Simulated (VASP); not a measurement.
Write the native input for VASP 6.6.1 that does the following.

| Item | Value |
| --- | --- |
| Task | relaxation of cell and atoms |
| Functional | PBEsol |
| Potentials or basis | VASP PAW PBE potentials, release 64 (Sn_d, O) |
| Cutoff | 600 eV |
| k mesh | 6 × 6 × 8 |
| Occupations | gaussian, width 0.03 eV |
| Spin | no spin polarisation |
| Further INCAR settings | ALGO = Normal; EDIFF = 1e-07; IBRION = 2; EDIFFG = -0.005; NSW = 90; ISIF = 3 |

The structure of SnO2 (Cassiterite) lies in POSCAR:

```
SnO2                                    
1.0
    4.7706380394     -0.0000000000      0.0000000000
   -0.0000000000      4.7706380394      0.0000000000
    0.0000000000      0.0000000000      3.2166384875
  Sn              O             
     2     4
Direct
     0.0000000000000000    0.0000000000000000    0.0000000000000000
     0.5000000000000000    0.5000000000000000    0.5000000000000000
     0.3063031679320566    0.3063031679320566    0.0000000000000000
     0.1936968320679434    0.8063031679320566    0.5000000000000000
     0.6936968320679434    0.6936968320679434    0.0000000000000000
     0.8063031679320566    0.1936968320679434    0.5000000000000000
```

One way to write it, as run:

INCAR

```
PREC     = Accurate       # precision mode
ENCUT    = 600            # plane-wave cutoff, eV
EDIFF    = 1E-7           # SCF threshold, eV
ISMEAR   = 0              # smearing method
SIGMA    = 0.03           # smearing width, eV
LREAL    = F              # projectors in reciprocal space
LASPH    = T              # aspherical terms in the spheres
NELM     = 80             # most SCF steps
ALGO     = Normal         # electronic algorithm
ISIF     = 3              # what is computed and relaxed
LWAVE    = F              # write WAVECAR
LCHARG   = F              # write CHGCAR
GGA      = PS             # functional
IBRION   = 2              # ionic algorithm
NSW      = 90             # ionic steps
EDIFFG   = -0.005         # ionic threshold
KPAR     = 2
```

KPOINTS

```
regular mesh
0
Gamma
  6 6 8
```

Potentials or basis: VASP PAW PBE potentials, release 64 (Sn_d, O).

The run is started by

```bash
$ cat potpaw_PBE.64/Sn_d/POTCAR potpaw_PBE.64/O/POTCAR > POTCAR
$ mpirun -np 2 vasp_std > vasp.out
```

It gave:

| Property | Result |
| --- | --- |
| Relaxed volume | 12.20 Å³/atom |
| Relaxed cell | a = 4.771 Å, b = 4.771 Å, c = 3.217 Å, α = 90.00°, β = 90.00°, γ = 90.00° |
| Space group after relaxing (to 0.05 Å) | P4_2/mnm (No. 136) |
| Energy gained by relaxing | 0.0 meV/atom |
| Ionic steps | 3 |
| Pressure after relaxing | 0.0 GPa |
| Band gap on the k mesh | 0.88 eV, direct |

Caveat: the PAW data sets were made with another functional, which shifts forces and pressure a little; spin-orbit coupling is left out, which moves the levels of the heavy elements.

Wall time 3.7 min on 2 MPI ranks on Intel(R) Xeon(R) Platinum 8175M CPU @ 2.50GHz (Skylake/Cascade Lake), on a shared host, peak memory 0.27 GiB a rank.
